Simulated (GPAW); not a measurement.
# K in GPAW: tuning eigensolver

The system is K.

```
CELL_PARAMETERS angstrom
4.31044 0.00000 0.00000
0.00000 4.31044 0.00000
0.00000 0.00000 4.31044
ATOMIC_POSITIONS crystal
K 0.00000 0.00000 0.00000
```

This isn't the form of K at room conditions, which is bcc.

```yaml
Program: GPAW 26.7.0
Task: tuning run
Functional: r2SCAN
Potentials_or_basis: GPAW PAW data sets (gpaw-data 1.2.1)
Cutoff: 600 eV
Basis: pw
k_mesh: 6 × 6 × 6
Occupations: fermi-dirac, width 0.05 eV
Spin: no spin polarisation
```

These are the settings of the first run; the series varies eigensolver, with any setting tied to it.

Hardware: 1 thread of Arm Neoverse N1.

```csv
eigensolver,energy less the last converged row (meV/atom),SCF cycles,wall time (s),peak memory (GiB)
default,0.00,12,41,0.2
davidson niter=2,0.00,12,38,0.2
davidson niter=4,0.00,11,62,0.19
rmm-diis,0.00,16,31,0.19
ppcg,0.00,12,41,0.19
cg,0.00,-,39,0.19
```

Fastest here: rmm-diis (31 s); slowest of those that converged: davidson niter=4 (62 s). These are single runs, one after another on one machine, so differences under about a fifth mean little.
